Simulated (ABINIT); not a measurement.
The system is SiO2.

```
Si O
1.0
     5.06109    0.00000    0.00000
    -2.53054    4.38303    0.00000
     0.00000    0.00000    5.54050
Si O
3 6
Direct
  0.50000 0.00000 0.00000
  0.50000 0.50000 0.33333
  0.00000 0.50000 0.66667
  0.41726 0.20863 0.16667
  0.79137 0.20863 0.83333
  0.20863 0.41726 0.50000
  0.58274 0.79137 0.16667
  0.20863 0.79137 0.83333
  0.79137 0.58274 0.50000
```

The cell comes from a database or a generator and needn't be the stable form of this composition.

| Item | Value |
| --- | --- |
| Program | ABINIT 10.8.3 (patched build) |
| Task | single point |
| Functional | PBE |
| Potentials or basis | JTH PAW PBE v2.0 |
| Cutoff | 626 eV |
| k mesh | 6 × 6 × 5 |
| Occupations | fermi-dirac, width 0.05 eV |
| Spin | no spin polarisation |

On this cell: pressure 3.1 GPa; largest force 0.142 eV/Å; band gap on the k mesh 5.70 eV, indirect (least direct gap 5.89 eV).

The same run follows on a disturbed copy (atoms moved at random, drawn with an rms of 0.05 Å):

```
Si O
1.0
     5.06109    0.00000    0.00000
    -2.53054    4.38303    0.00000
     0.00000    0.00000    5.54050
Si O
3 6
Direct
  0.50188 0.99584 0.99639
  0.51070 0.50093 0.32189
  0.99788 0.50121 0.67224
  0.41972 0.21065 0.15528
  0.79078 0.22425 0.82729
  0.20557 0.41725 0.50188
  0.57705 0.79269 0.16772
  0.20837 0.77921 0.83139
  0.79849 0.57367 0.49479
```

Task: What changes?

Result: The energy moves by +56.1 meV/atom; pressure 6.1 GPa; largest force 4.480 eV/Å; band gap on the k mesh 5.39 eV, indirect (least direct gap 5.57 eV).

Forces in eV/Å, atoms in the order of the input:
```
Si  -0.539  0.850 -1.116
Si  -1.585 -0.726  2.837
Si   1.718  0.152 -3.157
O   -0.240 -0.113 -0.002
O   -0.941 -3.587  2.515
O    2.057  0.151 -1.334
O    0.829  0.179 -0.067
O    0.580  2.464  1.691
O   -1.879  0.630 -1.366
```

Stress tensor (GPa, compression positive):
```
 1.38 -1.53  3.23
-1.53 11.04 -1.08
 3.23 -1.08  5.75
```

Caveats: an odd mesh through Γ misses points on the zone boundary, where band edges often lie; the atomic spheres overlap.
